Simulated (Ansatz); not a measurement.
## MgTe (P6_3mc): bands, slopes and optics on a fine k mesh

Level of theory: LDA, all-electron LAPW in Ansatz 0.2.0, scalar-relativistic.

Cell and atoms were relaxed beforehand by PAW with this functional.

Command line:

```sh
ansatz run input.yaml --threads 2 --pin off --max-ram 6144MiB --backend cpu --events-out ev --progress --plain --runs-dir out
```

input.yaml:

```yaml
crystal:
  lattice:
    - [4.50927183761, 0.0, 0.0]
    - [-2.25463591881, 3.90514396394, 0.0]
    - [0.0, 0.0, 7.33702301941]
  atoms:
    - { symbol: Mg, position: [0.333333333333, 0.666666666667, 0.004263826103] }
    - { symbol: Mg, position: [0.666666666667, 0.333333333333, 0.504263826103] }
    - { symbol: Te, position: [0.333333333333, 0.666666666667, 0.380736173897] }
    - { symbol: Te, position: [0.666666666667, 0.333333333333, 0.880736173897] }
kpoints:
  mp_grid: { grid: [6, 6, 4] }
scf:
  occupations: { method: fixed }
hamiltonian:
  xc: lda
  pseudopotentials: { kind: all_electron, lapw: { basis_error: 0.001 } }
output:
  forces: true
  stress: true
  eigenvalues: true
  eigenstates:
    nscf_kmesh: { grid: [8, 8, 6] }
    de_dk: true
    e_range: [-9, 12.4262040367]
  optics:
    e_range: [0, 30]
    de: 0.2
    sigma: 0.2
    bands: { spectra_wanted_up_to: 30 }
    nscf_kmesh: { grid: [8, 8, 6] }
checkpoint:
  write: ck
  write_wavefunctions: false
```

The program printed:

```
Warning: RAYON_NUM_THREADS=2 ignored (pool sized by the plan → 2); use --threads N
LAPW: plane waves up to 7.387 Å⁻¹, error target 1.0e-3 eV per atom; small_component_spin mean_spin; Mg in spheres of 1.260 Å, 10 of its electrons in bands, Dirac shells []; Te in spheres of 1.497 Å, 24 of its electrons in bands, ...
Engine: ansatz 0.2.0, aarch64-unknown-linux-gnu
Pseudopotentials: kind: all_electron
Pseudopotential: Mg, LAPW, valence charge 10, lapw/all_electron/scalar/gaussian/Mg, Koelling and Harmon's equation, gaussian nucleus
Pseudopotential: Te, LAPW, valence charge 24, lapw/all_electron/scalar/gaussian/Te, Koelling and Harmon's equation, gaussian nucleus
Functional definition: SPW92
  exchange = slater_x
  correlation = pw_c
davidson cushion auto → on  (no smearing: the cushion is to keep the highest requested band from converging to the state above it; pin scf.eigensolver.cushion to override)
Crystal: 4 atoms, lattice volume = 129.200 Å³
Basis set: ecut = 207.91391680722703 eV, 881 PW (Γ), exchange–correlation at level 2
Bands: 41, of which v1, the nominal top of the filled ones, is band 34 counted from 1 (33 counted from 0)
Symmetry: 12 space group operations
[... 23 lines left out ...]
NSCF: frozen V_eff on 40 k-points
the basis was enlarged: its passes take 8.2 MiB over the memory plan, 2 of 2 planned eigensolver slots
NSCF: frozen V_eff on 1 k-points
NSCF: frozen V_eff on 1 k-points
NSCF: frozen V_eff on 40 k-points
SCF converged after 12 iterations
Free energy (F): -380325.418775 eV
Harris-Foulkes:  -380325.418775 eV  (|F-HF|=2.91e-10)
Internal energy: -380325.418775 eV  (E = F + TS)
E sigma→0 (E₀):  -380325.418775 eV
Fermi energy:    5.475189 eV
--- Per-component energies (eV) ---
  E_band       = -3103.841407
  E_kinetic    = 400949.767859
  E_xc         = -10124.376785
  E_electrostatic = -771150.809849  (all electrons and nuclei)
  E_smearing   = -0.000000  (= −TS)
  E_closure    = 0.000000  (closes the sum)
  Σ components = -380325.418775   (vs F -380325.418775, Δ=0.00e0)
  Basis errors (estimates in eV, not in F): energy 4.3e-4 per atom: plane waves 4.0e-4 (2.4e-4 summed), levels above the bands 0.0e0, relativity 2.2e-9, radial functions 3.4e-5, core shells 7.1e-10; eigenvalues (radial functions ...
--- Forces (eV/Å), atoms counted from 1 ---
  atom   1  Mg     0.00000000    -0.00000000    -0.00043147
  atom   2  Mg     0.00000000     0.00000000    -0.00043147
  atom   3  Te     0.00000000     0.00000000     0.00043124
  atom   4  Te    -0.00000000    -0.00000000     0.00043124
  max |Σ_I F_I| component: 4.48e-7 eV/Å
--- Stress (GPa, compression-positive) ---
        0.034120      -0.000000       0.000000
       -0.000000       0.034120       0.000000
        0.000000       0.000000       0.023499
  P = ⅓ Tr σ = 0.0306 GPa (0.306 kbar)
--- Fermi surface from the table of eigenstates not read: on its mesh, or on one of the eight of every second point, the electrons fill whole bands (an insulator's do; a metal wants a denser output.eigenstates.nscf_kmesh) ---
```

Self-consistency was reached.

**Dielectric function**

Independent-particle optical response of a crystal from Kohn-Sham bands on the fine mesh, no local fields or excitons; Cartesian axes as in the input.

- Fine mesh: 8, 8, 6
- Line width: 0.2 eV
- Further gaussian width: 0.3 eV

```
photon energy (eV)  dielectric real xx  dielectric imag xx  dielectric real zz  dielectric imag zz
               0.6                6.43                   0               6.519                   0
               1.2               6.721                   0               6.819                   0
               1.8               7.347               0.036               7.463               0.041
               2.4               8.435               0.354               8.556               0.311
                 3               10.38                1.28               10.74               1.249
               3.6               12.89               4.883               13.78               5.498
               4.2               10.17               12.97               9.511                13.9
               4.8               2.961                11.5               1.951                  12
               5.4               0.378                11.4              -0.199               10.34
                 6              -2.561               8.529              -2.129               8.519
               6.6              -3.327               6.043              -3.376               6.036
               7.2              -2.975               4.109              -3.236               4.065
               7.8              -2.837               3.296              -2.802               2.954
               8.4              -2.612                1.93              -2.456                1.88
                 9               -1.78               1.339              -1.748                1.34
               9.6               -1.51               1.097              -1.389               0.983
              10.2              -1.114               0.684              -0.993               0.811
              10.8              -0.758               0.554              -0.775               0.638
              11.4              -0.469               0.438              -0.508               0.505
                12              -0.218               0.426              -0.318               0.434
              12.6              -0.122               0.467              -0.162               0.396
              13.2              -0.048               0.401              -0.022               0.346
              13.8               0.056                0.33               0.084               0.333
              14.4               0.208               0.354               0.181               0.343
                15               0.151               0.384               0.201               0.331
              15.6               0.202               0.266               0.236               0.308
              16.2               0.282               0.236               0.278               0.238
              16.8               0.339               0.221               0.344               0.239
              17.4               0.362               0.195               0.361               0.201
                18               0.412               0.159               0.402               0.169
              18.6               0.463               0.138               0.446               0.139
              19.2               0.497               0.138               0.488               0.126
              19.8               0.519               0.114               0.515               0.104
              20.4               0.555               0.099               0.553               0.082
                21               0.583               0.082               0.593               0.065
              21.6               0.613               0.076               0.632               0.066
              22.2               0.635               0.059               0.655               0.066
              22.8               0.666                0.05                0.67                0.06
              23.4               0.688               0.044               0.692               0.051
                24               0.711               0.035               0.712               0.041
              24.6               0.737                0.03               0.737               0.033
              25.2               0.758               0.028               0.759               0.032
              25.8               0.781               0.025               0.779               0.033
              26.4                 0.8               0.034               0.792               0.033
                27               0.807               0.036               0.808               0.034
              27.6               0.818               0.035               0.815               0.034
              28.2               0.823               0.034               0.826               0.026
              28.8               0.833               0.023               0.841               0.025
              29.4                0.85               0.019               0.851               0.025
                30               0.859               0.019               0.857               0.023
```

Optical constants:

Normal incidence from vacuum, light polarised along x.

```
Fine mesh              : 8, 8, 6
Line width             : 0.2 eV
Further gaussian width : 0.3 eV
```

```csv
photon energy (eV),refractive index,extinction,reflectivity,loss function,absorption (×10⁵ cm⁻¹)
0.6,2.536,0,0.1887,0,0
1.2,2.592,0,0.1965,0,0
1.8,2.711,0.007,0.2125,0.0007,0.012
2.4,2.905,0.061,0.2382,0.005,0.148
3,3.227,0.198,0.2792,0.0117,0.603
3.6,3.652,0.668,0.3387,0.0257,2.439
4.2,3.65,1.776,0.4108,0.0477,7.562
4.8,2.724,2.111,0.4054,0.0815,10.27
5.4,2.428,2.349,0.4376,0.0876,12.86
6,1.781,2.394,0.471,0.1076,14.56
6.6,1.336,2.261,0.4943,0.127,15.12
7.2,1.024,2.006,0.4956,0.1597,14.64
7.8,0.869,1.896,0.5093,0.1743,14.98
8.4,0.564,1.712,0.5804,0.183,14.57
9,0.473,1.415,0.5465,0.27,12.91
9.6,0.422,1.299,0.5448,0.315,12.64
10.2,0.311,1.1,0.5755,0.4002,11.38
10.8,0.301,0.921,0.5266,0.6286,10.08
11.4,0.294,0.745,0.4732,1.062,8.613
12,0.361,0.59,0.344,1.858,7.182
12.6,0.425,0.549,0.2715,2.007,7.016
13.2,0.422,0.475,0.2491,2.461,6.355
13.8,0.442,0.373,0.2031,2.948,5.217
14.4,0.557,0.318,0.1181,2.097,4.648
15,0.531,0.361,0.1416,2.253,5.496
15.6,0.518,0.257,0.1259,2.381,4.063
16.2,0.57,0.207,0.0909,1.747,3.402
16.8,0.61,0.181,0.0706,1.351,3.088
17.4,0.622,0.157,0.0633,1.157,2.772
18,0.653,0.122,0.0492,0.8166,2.22
18.6,0.688,0.101,0.0377,0.5935,1.898
19.2,0.712,0.097,0.0314,0.517,1.882
19.8,0.725,0.079,0.0275,0.4032,1.578
20.4,0.748,0.066,0.0222,0.3122,1.37
21,0.766,0.053,0.0185,0.2357,1.137
21.6,0.785,0.048,0.0153,0.198,1.055
22.2,0.798,0.037,0.0131,0.1462,0.839
22.8,0.816,0.031,0.0105,0.1127,0.71
23.4,0.83,0.026,0.0088,0.0922,0.627
24,0.844,0.021,0.0073,0.0694,0.508
24.6,0.859,0.018,0.0058,0.0552,0.436
25.2,0.871,0.016,0.0049,0.0487,0.41
25.8,0.884,0.014,0.0039,0.0417,0.376
26.4,0.895,0.019,0.0032,0.053,0.508
27,0.899,0.02,0.003,0.055,0.547
27.6,0.905,0.02,0.0026,0.0526,0.546
28.2,0.908,0.019,0.0024,0.0496,0.53
28.8,0.913,0.013,0.0021,0.0335,0.373
29.4,0.922,0.01,0.0017,0.0263,0.307
30,0.927,0.01,0.0015,0.0258,0.313
```

**Optical peaks**

Highest local maxima between 0.6 eV and the top less 1.5 eV.

```
Fine mesh                             : 8, 8, 6
Window top                            : 30 eV
Line width                            : 0.2 eV
Further gaussian width                : 0.3 eV
Highest loss peak energy x            : 13.81 eV
Highest loss peak height x            : 2.948
Highest eps2 peak energy x            : 4.393 eV
Highest eps2 peak height x            : 13.83
Highest loss peak energy z            : 13.36 eV
Highest loss peak height z            : 2.896
Highest eps2 peak energy z            : 4.369 eV
Highest eps2 peak height z            : 14.43
Dielectric electronic (x, y, z)       : 6.322, 6.322, 6.407
Refractive index at 1 eV, x-polarised : 2.568
```

Keep in mind: no spin-orbit coupling on heavy atoms; semilocal gaps are low, and what follows the gap (onsets, screening, light masses) shifts with it; spectra summed at the mesh points alone.

Cost: 2.5 min on 2 threads of Arm Neoverse V1, on a shared host, peak memory 0.65 GiB.
